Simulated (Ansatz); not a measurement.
# Si: which structure wins at one pressure, part 2 of 2

Which of fcc, bcc, hcp, omega, sc, simple hexagonal has the lowest enthalpy for Si at one common pressure? Methods of the runs shown: LAPW. Companion runs by PAW are cited.

Ansatz 0.2.0; DFT PBE; a cell built from a prototype (fcc type), not taken from measurement. Earlier steps stand in the parts before.

## Step 5: Omega relaxed under pressure, LAPW

input.yaml

```yaml
crystal:
  lattice:
    - [3.7245642297, 0.0, 0.0]
    - [-1.8622821148, 3.2255672409, 0.0]
    - [0.0, 0.0, 2.2571498742]
  atoms:
    - { symbol: Si, position: [0.0, 0.0, 0.0] }
    - { symbol: Si, position: [0.3333333333, 0.6666666667, 0.5] }
    - { symbol: Si, position: [0.6666666667, 0.3333333333, 0.5] }
kpoints:
  mp_grid: { grid: [10, 10, 13] }
scf:
  occupations: { method: fermi_dirac, width: 0.05 }
hamiltonian:
  xc: pbe
  pseudopotentials: { kind: all_electron, lapw: { basis_error: 0.0005 } }
output:
  forces: true
  stress: true
  eigenvalues: true
relax:
  f_tol: 0.005
  max_steps: 12
  cell: { p_target: 130.0, stress_tol: 0.065 }
```

Launch:

```bash
$ ansatz run input.yaml --threads 1 --pin off --max-ram 3584MiB --backend cpu --events-out ev --progress --plain --runs-dir out
```

The log of the run, cut to the lines that bear on the results:

```text
[...]
LAPW: plane waves up to 9.476 Å⁻¹, error target 5.0e-4 eV per atom; small_component_spin mean_spin; Si in spheres of 1.043 Å, 12 of its electrons in bands, Dirac shells []
[...]
Pseudopotentials: kind: all_electron
Pseudopotential: Si, LAPW, valence charge 12, Koelling and Harmon's equation, gaussian nucleus
Functional definition: PBE
[...]
Crystal: 3 atoms, lattice volume = 27.117 Å³
Basis set: ecut = 342.0979379938518 eV, 403 PW (Γ), exchange–correlation at level 2
Bands: 22, of which v1, the nominal top of the filled ones, is band 18 counted from 1 (17 counted from 0)
Symmetry: 24 space group operations
Space group: P6/mmm (ITA 191), of the structure as read, at distance tolerance 3.0e-5 Å
k-points: 98 of 1300
[...]
SCF iter   1: F=—  HF=-23670.893417 eV  |F-HF|=—  |Δ(HF+E_count)|=         —  Δρ=2.97e-2  dr2=1.76e-1  ethr=4.86e-4  ⟨swp⟩=2.7  Hψ=15050  notcnv=0
[...]
  atom   3  Si     0.00000000     0.00000000     0.00000000
[...]
--- Stress (GPa, compression-positive) ---
      130.025045       0.000000       0.000000
        0.000000     130.025045      -0.000000
        0.000000      -0.000000     129.947627
  P = ⅓ Tr σ = 129.9992 GPa (1299.992 kbar)
--- Band table (eV; the first three rows and the last of 98) ---
[... band rows left out ...]
[...]
--- Relaxed structure (2 steps of the walk, 2 accepted, 1 SCFs on fresh bases) ---
  F+E_penalty+E_count = -23670.76587471 eV   max|allowed force component| = 1.581e-17 eV/Å   (the final SCF, on the basis selected at the relaxed cell)
  cell:  # Å, volume = 27.1164 Å³
    - [3.7246585675126513, -2.8868199750211816e-11, 0.0]
    - [-1.862329283731325, 3.225648939903747, 0.0]
    - [0.0, 0.0, 2.2569833570907893]
  atoms:
    - { symbol: Si, position: [3.272239162274525e-36, 6.634250662272514e-36, 0.0] }
    - { symbol: Si, position: [0.33333333333333326, 0.6666666666666665, 0.5] }
    - { symbol: Si, position: [0.6666666666666665, 0.33333333333333326, 0.5] }
```

Run time: 29 s. Hardware: 1 thread of Intel Xeon Platinum 8488C (Sapphire Rapids), shared host; peak memory 0.45 GiB.

Relaxation path:

```tsv
step	energy from step 1 (eV/cell)	largest force component (eV/Å)	pressure (GPa)	volume (Å³)
1	0.0000	0.0000	129.98	27.12
2	0.0005	0.0000	130.00	27.12
3	0.0005	0.0000	130.00	27.12
```

Step 1 is the start. Step 3 repeats the geometry before on a plane-wave basis chosen anew for that cell, so the energy can jump there without any move; the table keeps such jumps.

| input's cell | before | after | change |
| --- | --- | --- | --- |
| a (Å) | 3.725 | 3.725 | +0.0 % |
| b (Å) | 3.725 | 3.725 | +0.0 % |
| c (Å) | 2.257 | 2.257 | -0.0 % |
| volume (Å³/atom) | 9.04 | 9.04 | -0.0 % |

Read from it: pressure 130.00 GPa; no gap.

## Step 6: Sc relaxed under pressure, LAPW

input.yaml

```yaml
crystal:
  lattice:
    - [2.1530064566, 0.0, 0.0]
    - [0.0, 2.1530064566, 0.0]
    - [0.0, 0.0, 2.1530064566]
  atoms:
    - { symbol: Si, position: [0.0, 0.0, 0.0] }
kpoints:
  mp_grid: { grid: [17, 17, 17] }
scf:
  occupations: { method: fermi_dirac, width: 0.05 }
hamiltonian:
  xc: pbe
  pseudopotentials: { kind: all_electron, lapw: { basis_error: 0.0005 } }
output:
  forces: true
  stress: true
  eigenvalues: true
relax:
  f_tol: 0.005
  max_steps: 12
  cell: { p_target: 130.0, stress_tol: 0.065 }
```

Launch:

```bash
$ ansatz run input.yaml --threads 1 --pin off --max-ram 3584MiB --backend cpu --events-out ev --progress --plain --runs-dir out
```

The log of the run, cut to the lines that bear on the results:

```text
[...]
LAPW: plane waves up to 9.460 Å⁻¹, error target 5.0e-4 eV per atom; small_component_spin mean_spin; Si in spheres of 1.044 Å, 12 of its electrons in bands, Dirac shells []
[...]
[... 3 set-up lines as earlier in the session ...]
[...]
Crystal: 1 atoms, lattice volume = 9.980 Å³
Basis set: ecut = 340.94900102918837 eV, 147 PW (Γ), exchange–correlation at level 2
Bands: 10, of which v1, the nominal top of the filled ones, is band 6 counted from 1 (5 counted from 0)
[... 1 set-up line as earlier in the session ...]
Space group: Pm-3m (ITA 221), of the structure as read, at distance tolerance 2.2e-5 Å
k-points: 165 of 4913
[...]
SCF iter   1: F=—  HF=-7890.211593 eV  |F-HF|=—  |Δ(HF+E_count)|=         —  Δρ=2.92e-2  dr2=4.45e-2  ethr=3.70e-4  ⟨swp⟩=2.9  Hψ=12412  notcnv=0
[...]
Fermi energy:    18.652380 eV
[...]
--- Forces (eV/Å), atoms counted from 1 ---
  atom   1  Si    -0.00000000    -0.00000000     0.00000000
[...]
--- Stress (GPa, compression-positive) ---
      129.994861      -0.000000       0.000000
       -0.000000     129.994861      -0.000000
        0.000000      -0.000000     129.994861
  P = ⅓ Tr σ = 129.9949 GPa (1299.949 kbar)
--- Band table (eV; the first three rows and the last of 165) ---
  k-point 0: bands = ["-115.2711", "-71.2298", "-71.2298", "-71.2298", "0.6692", "26.2438", "26.2438", "30.2085", "30.2085", "30.2085"]
[...]
--- Relaxed structure (2 steps of the walk, 2 accepted, 1 SCFs on fresh bases) ---
  F+E_penalty+E_count = -7890.20493994 eV   max|allowed force component| = 0.000e0 eV/Å   (the final SCF, on the basis selected at the relaxed cell)
  cell:  # Å, volume = 9.9738 Å³
    - [2.1525529395635106, -4.984096047486499e-36, 0.0]
    - [-4.984096047486499e-36, 2.1525529395635106, 0.0]
    - [0.0, 0.0, 2.1525529395635106]
  atoms:
    - { symbol: Si, position: [0.0, 0.0, 0.0] }
```

Run time: 11 s. Hardware: 1 thread of Intel Xeon Platinum 8488C (Sapphire Rapids), shared host; peak memory 0.33 GiB.

The steps of the relaxation:

```tsv
step	energy from step 1 (eV/cell)	largest force component (eV/Å)	pressure (GPa)	volume (Å³)
1	0.0000	0.0000	129.67	9.98
2	0.0051	0.0000	129.99	9.97
3	0.0051	0.0000	129.99	9.97
```

Step 1 is the start. Step 3 repeats the geometry before on a plane-wave basis chosen anew for that cell, so the energy can jump there without any move; the table keeps such jumps.

| input's cell | before | after | change |
| --- | --- | --- | --- |
| a (Å) | 2.153 | 2.153 | -0.0 % |
| b (Å) | 2.153 | 2.153 | -0.0 % |
| c (Å) | 2.153 | 2.153 | -0.0 % |
| volume (Å³/atom) | 9.98 | 9.97 | -0.1 % |

Read from it: pressure 129.99 GPa; no gap.

## Step 7: Simple hexagonal relaxed under pressure, LAPW

input.yaml, as its differences from that of step 6:

```diff
@@ -2,5 +2,5 @@
   lattice:
-    - [2.1530064566, 0.0, 0.0]
-    - [0.0, 2.1530064566, 0.0]
-    - [0.0, 0.0, 2.1530064566]
+    - [2.2546366516, 0.0, 0.0]
+    - [-1.1273183258, 1.9525726166, 0.0]
+    - [0.0, 0.0, 2.1717562408]
   atoms:
@@ -8,3 +8,3 @@
 kpoints:
-  mp_grid: { grid: [17, 17, 17] }
+  mp_grid: { grid: [19, 19, 18] }
 scf:
```

Launch:

```bash
$ ansatz run input.yaml --threads 1 --pin off --max-ram 3584MiB --backend cpu --events-out ev --progress --plain --runs-dir out
```

The log of the run, cut to the lines that bear on the results:

```text
[...]
LAPW: plane waves up to 9.349 Å⁻¹, error target 5.0e-4 eV per atom; small_component_spin mean_spin; Si in spheres of 1.053 Å, 12 of its electrons in bands, Dirac shells []
[...]
[... 3 set-up lines as earlier in the session ...]
[...]
Crystal: 1 atoms, lattice volume = 9.561 Å³
Basis set: ecut = 333.00188124839536 eV, 145 PW (Γ), exchange–correlation at level 2
Bands: 10, of which v1, the nominal top of the filled ones, is band 6 counted from 1 (5 counted from 0)
[... 1 set-up line as earlier in the session ...]
Space group: P6/mmm (ITA 191), of the structure as read, at distance tolerance 2.1e-5 Å
k-points: 400 of 6498
[...]
SCF iter   1: F=—  HF=-7890.453451 eV  |F-HF|=—  |Δ(HF+E_count)|=         —  Δρ=3.16e-2  dr2=4.05e-2  ethr=3.37e-4  ⟨swp⟩=3.0  Hψ=30036  notcnv=0
[...]
--- Forces (eV/Å), atoms counted from 1 ---
  atom   1  Si     0.00000000     0.00000000     0.00000000
[...]
--- Stress (GPa, compression-positive) ---
      129.988512       0.000000      -0.000000
        0.000000     129.988512       0.000000
       -0.000000       0.000000     129.956681
  P = ⅓ Tr σ = 129.9779 GPa (1299.779 kbar)
--- Band table (eV; the first three rows and the last of 400) ---
  k-point 0: bands = ["-114.3347", "-70.3191", "-70.3191", "-70.2737", "1.1223", "27.1267", "30.1925", "34.1638", "34.1638", "36.3183"]
[...]
--- Relaxed structure (2 steps of the walk, 2 accepted, 1 SCFs on fresh bases) ---
  F+E_penalty+E_count = -7890.44302639 eV   max|allowed force component| = 0.000e0 eV/Å   (the final SCF, on the basis selected at the relaxed cell)
  cell:  # Å, volume = 9.5567 Å³
    - [2.25444328478204, 0.0, 6.81968290685992e-35]
    - [-1.12722164239102, 1.9524051560124822, -2.7033916025810748e-34]
    - [1.3137982923056215e-34, -2.627596584611243e-34, 2.171200767847063]
  atoms:
    - { symbol: Si, position: [0.0, 0.0, 0.0] }
```

It took 22 s on 1 thread of Intel Xeon Platinum 8488C (Sapphire Rapids), shared host; peak memory 0.4 GiB.

Step by step:

```tsv
step	energy from step 1 (eV/cell)	largest force component (eV/Å)	pressure (GPa)	volume (Å³)
1	0.0000	0.0000	129.74	9.56
2	0.0033	0.0000	129.98	9.56
3	0.0033	0.0000	129.98	9.56
```

Step 1 is the start. Step 3 repeats the geometry before on a plane-wave basis chosen anew for that cell, so the energy can jump there without any move; the table keeps such jumps.

| input's cell | before | after | change |
| --- | --- | --- | --- |
| a (Å) | 2.255 | 2.254 | -0.0 % |
| b (Å) | 2.255 | 2.254 | -0.0 % |
| c (Å) | 2.172 | 2.171 | -0.0 % |
| volume (Å³/atom) | 9.56 | 9.56 | -0.0 % |

This run gives: pressure 129.98 GPa; no gap.

## Step 8: All runs together

Rows by PAW come from runs of the same series that aren't printed here.

Enthalpy per atom, H = F + pV at p = 130 GPa, from each method's lowest phase:

| method | start | space group, start → end | volume (Å³/atom) | pressure (GPa) | enthalpy (meV/atom) |
| --- | --- | --- | --- | --- | --- |
| LAPW | fcc | Fm-3m → Fm-3m | 8.677 | 130.0 | 0.0 |
| LAPW | bcc | Im-3m → Im-3m | 8.930 | 130.0 | 232.5 |
| LAPW | hcp | P6_3/mmc → P6_3/mmc | 8.821 | 130.0 | 36.4 |
| LAPW | omega | P6/mmm → P6/mmm | 9.039 | 130.0 | 299.1 |
| LAPW | sc | Pm-3m → Pm-3m | 9.974 | 130.0 | 1108.1 |
| LAPW | simple hexagonal | P6/mmm → P6/mmm | 9.557 | 130.0 | 531.6 |
| PAW | fcc | Fm-3m → Fm-3m | 8.677 | 130.0 | 0.0 |
| PAW | bcc | Im-3m → Im-3m | 8.930 | 130.0 | 233.7 |
| PAW | hcp | P6_3/mmc → P6_3/mmc | 8.822 | 130.0 | 37.3 |
| PAW | omega | P6/mmm → P6/mmm | 9.039 | 130.0 | 300.9 |
| PAW | sc | Pm-3m → Pm-3m | 9.980 | 130.0 | 1114.6 |
| PAW | simple hexagonal | P6/mmm → P6/mmm | 9.561 | 130.0 | 536.6 |

## Step 9: Outcome

This closing draws on all 2 parts.

```
     quantity                         value
     pressure                       130 GPa
lowest (LAPW)  fcc, 36.4 meV/atom under hcp
 lowest (PAW)  fcc, 37.3 meV/atom under hcp
```

What this shows: By LAPW the order is fcc < hcp < bcc < omega < simple hexagonal < sc. By PAW the order is fcc < hcp < bcc < omega < simple hexagonal < sc. The methods agree on the lowest phase. Only these structures were tried, with electrons smeared by 0.05 eV and without vibrations, so the true ground state may be another. The k meshes differ between phases and weren't tested, which can move differences by some meV.
